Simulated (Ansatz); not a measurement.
Set up this calculation in Ansatz 0.2.0, as the native input.

```yaml
Task: single point
Functional: PBEsol
Potentials_or_basis: Ansatz PAW
Cutoff: "420 eV (not typed: the program's choice for these potentials)"
k_mesh: 7 × 7 × 7
Occupations: fermi-dirac, width 0.05 eV
Spin: no spin polarisation
```

Crystal: SnTe.

```
CELL_PARAMETERS angstrom
0.00000 3.61115 3.61115
3.61115 0.00000 3.61115
3.61115 3.61115 0.00000
ATOMIC_POSITIONS crystal
Te 0.25104 0.25696 0.24113
Sn 0.00788 0.99528 0.99274
```

The cell comes from a database or a generator and needn't be the stable form of this composition.

The cell isn't the ideal one: atoms moved at random, drawn with an rms of 0.05 Å.

The input as run:

input.yaml

```yaml
crystal:
  lattice:
    - [0.0, 3.611146, 3.611146]
    - [3.611146, 0.0, 3.611146]
    - [3.611146, 3.611146, 0.0]
  atoms:
    - { symbol: Te, position: [0.251042, 0.256957, 0.24113] }
    - { symbol: Sn, position: [0.007884, -0.004724, -0.007259] }
hamiltonian:
  xc: pbesol
  pseudopotentials: { kind: paw }
kpoints:
  mp_grid: { grid: [7, 7, 7] }
scf:
  occupations: { method: fermi_dirac, width: 0.05 }
output:
  forces: true
  stress: true
  eigenvalues: true
```

Potentials or basis: Ansatz PAW.

Launch:

```bash
$ ansatz run input.yaml --threads 2 --pin off --max-ram 5632MiB --backend cpu --events-out ev --progress --plain --runs-dir out
```

It gave:

- Pressure: -1.4 GPa
- Largest force: 0.117 eV/Å
- Band gap on the k mesh: 0.26 eV, indirect (least direct gap 0.79 eV)

Caveat: odd divisions of the mesh miss points on the zone boundary, where band edges often lie, so the gap on the mesh can be too wide; spin-orbit coupling is left out, which moves the levels of the heavy elements; the PAW data sets come from PBE, with cores solved anew for the run's functional, which leaves a small shift of forces and pressure.

Wall time 16 s on 2 threads of Arm Neoverse V1, with other jobs on the host, peak memory 0.59 GiB.
